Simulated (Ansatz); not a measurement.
# Si2Ni: the cost of one run

Program: Ansatz 0.2.0. Level of theory: DFT, PBE, plane-wave PAW, default files, scalar-relativistic, frozen cores, as far as a step names no other. These are calculated values, not measurements.

1 further run of the same task is left out (it didn't finish).

### 1 The system as given

The structure is cubic, space group Fm-3m (No. 225). Conventional cell: a = 5.406 Å, b = 5.406 Å, c = 5.406 Å, α = 90.00°, β = 90.00°, γ = 90.00°. Si (site symmetry -43m) is surrounded by 4 Ni at 2.34 Å. Ni (site symmetry m-3m) has 8 Si at 2.34 Å as nearest neighbours.

As a file:

```
Si Ni
1.0
     0.00000    2.70300    2.70300
     2.70300    0.00000    2.70300
     2.70300    2.70300    0.00000
Si Ni
2 1
Direct
  0.25000 0.25000 0.25000
  0.75000 0.75000 0.75000
  0.00000 0.00000 0.00000
```

The earlier run gave: no gap over 0.1 eV on the mesh, largest force 0.000 eV/Å, pressure 3.4 GPa.

Like atoms gathered into sites:

| site | atoms | first shell | V_zz (10²¹ V/m²) | η | C_Q (MHz) |
| --- | --- | --- | --- | --- | --- |
| Si | 1, 2 | 4 Ni at 2.34 Å, 6 Si at 2.70 Å | 0.00 | – | – |
| Ni | 3 | 8 Si at 2.34 Å | 0.00 | – | 0 (⁶¹Ni) |

V_zz is the principal component of the electric field gradient with the largest magnitude, η = (V_xx − V_yy)/V_zz and C_Q = eQV_zz/h. Q values from Pyykkö, Mol. Phys. 116, 1328 (2018). A dash under C_Q marks elements without a common quadrupolar isotope.

### 2 Z stretched by +3 %, ions relaxed

Input file input.yaml:

```yaml
crystal:
  lattice:
    - [0.0, 2.703, 2.78409]
    - [2.703, 0.0, 2.78409]
    - [2.703, 2.703, 0.0]
  atoms:
    - { symbol: Si, position: [0.25, 0.25, 0.25] }
    - { symbol: Si, position: [0.75, 0.75, 0.75] }
    - { symbol: Ni, position: [0.0, 0.0, 0.0], spin: 1.5 }
magnetization:
  spin_polarized: true
kpoints:
  mp_grid: { grid: [15, 15, 15] }
scf:
  occupations: { method: fermi_dirac, width: 0.05 }
hamiltonian:
  xc: pbe
  pseudopotentials: { kind: paw, frozen_core: stored }
output:
  forces: true
  stress: true
  populations: true
  efg: { quadrupole_moments_barn: { Ni: 0.162 } }
relax:
  f_tol: 0.02
  max_steps: 60
```

Started as:

```
$ ansatz run input.yaml --threads 1 --pin off --max-ram 3072MiB --backend cpu --events-out ev --progress --plain --runs-dir out
```

Q: Estimate wall time and peak memory on 1 thread of Intel Xeon at 2.50GHz (Skylake/Cascade Lake), shared host.

About 1.7 min, with a peak of 0.69 GiB.
